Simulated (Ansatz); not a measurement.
NaH: the gap against volume

NaH, Fm-3m, a = 4.832 Å. Ansatz: PBE, PAW, 420 eV, Γ-centred 8×8×8 mesh on 2 atoms, Gaussian smearing 0.02 eV; no spin polarisation. Symmetry fixes shape and atoms, so the cell is only scaled; x = ln(V/V0) with V0 = 14.103 Å³/atom. The gap is read at the mesh points alone.

```tsv
x	gap y (eV)
-0.1278	3.983
-0.0943	3.924
-0.0619	3.868
-0.0305	3.814
0.0000	3.763
0.0296	3.714
0.0583	3.667
0.0953	?
```

Fit a straight line to the other rows, give the volume deformation potential of the gap and its pressure coefficient, and predict the missing gap. B0 = 23.2 GPa.

Means x = -0.03237, y = 3.8190; Σ(Δx)² = 0.02693, ΣΔxΔy = -0.04571; the slope is their ratio. y = 3.7640 − 1.6976 x. The slope is the deformation potential a = dE_g/d ln V = -1.70 eV, and dE_g/dP = −a/B0 = 73.2 meV/GPa. At x = 0.0953 the fit asked for gives 3.602 eV. The run gave 3.607 eV, so the fit is 0.005 eV too low, a small miss on the scale of the series.

Semilocal functionals give gaps under the measured ones; changes of the gap mostly carry over better.